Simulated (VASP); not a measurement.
Write the native input for VASP 6.6.1 that does the following.

```
Task                   : relaxation of cell and atoms
Functional             : PBE
Potentials or basis    : VASP PAW PBE potentials, release 64 (In_d, Se)
Cutoff                 : 600 eV
k mesh                 : 9 × 9 × 2
Occupations            : gaussian, width 0.03 eV
Spin                   : no spin polarisation
Further INCAR settings : ALGO = Normal; EDIFF = 1e-07; IBRION = 2; EDIFFG = -0.005; NSW = 90; ISIF = 3
```

The structure of InSe lies in POSCAR:

```
InSe                                    
1.0
    4.0863665632     -0.0000000000      0.0000000000
   -2.0431832816      3.5388972529     -0.0000000000
   -0.0000000000     -0.0000000000     18.2712426747
  In              Se            
     4     4
Direct
     0.3333333332999970    0.6666666667000030    0.1726826021383355
     0.6666666667000030    0.3333333332999970    0.6726826021383358
     0.3333333332999970    0.6666666667000030    0.3273173978616645
     0.6666666667000030    0.3333333332999970    0.8273173978616644
     0.3333333332999970    0.6666666667000030    0.6028287400202718
     0.6666666667000030    0.3333333332999970    0.1028287400202717
     0.3333333332999970    0.6666666667000030    0.8971712599797282
     0.6666666667000030    0.3333333332999970    0.3971712599797283
```

The input as run:

INCAR

```
PREC = Accurate
ENCUT = 600
EDIFF = 1E-7
ISMEAR = 0
SIGMA = 0.03
LREAL = F
LASPH = T
NELM = 80
ALGO = Normal
ISIF = 3
LWAVE = F
LCHARG = F
GGA = PE
IBRION = 2
NSW = 90
EDIFFG = -0.005
KPAR = 2
```

KPOINTS

```
regular mesh
0
Gamma
  9 9 2
```

Potentials or basis: VASP PAW PBE potentials, release 64 (In_d, Se).

Command:

```sh
$ cat potpaw_PBE.64/In_d/POTCAR potpaw_PBE.64/Se/POTCAR > POTCAR
$ mpirun -np 2 vasp_std > vasp.out
```

Results of the run:

The relaxed volume is 33.57 Å³/atom. The relaxed cell is a = 4.089 Å, b = 4.089 Å, c = 18.550 Å, α = 90.00°, β = 90.00°, γ = 120.00°. The space group after relaxing (to 0.05 Å) is P6_3/mmc (No. 194), the energy gained by relaxing is 0.1 meV/atom and the ionic steps are 26. The pressure after relaxing is 0.0 GPa. The largest force after relaxing is 0.004 eV/Å and the band gap on the k mesh is 0.73 eV, direct.

Caveat: spin-orbit coupling is left out, which moves the levels of the heavy elements; an odd mesh through Γ misses points on the zone boundary, where band edges often lie; this functional lacks dispersion, which binds the layers, so the pressure and a relaxed spacing across them are unreliable.

Wall time 42 min on 2 MPI ranks on Intel(R) Xeon(R) Platinum 8375C CPU @ 2.90GHz (Ice Lake), on a shared host, peak memory 0.66 GiB a rank.
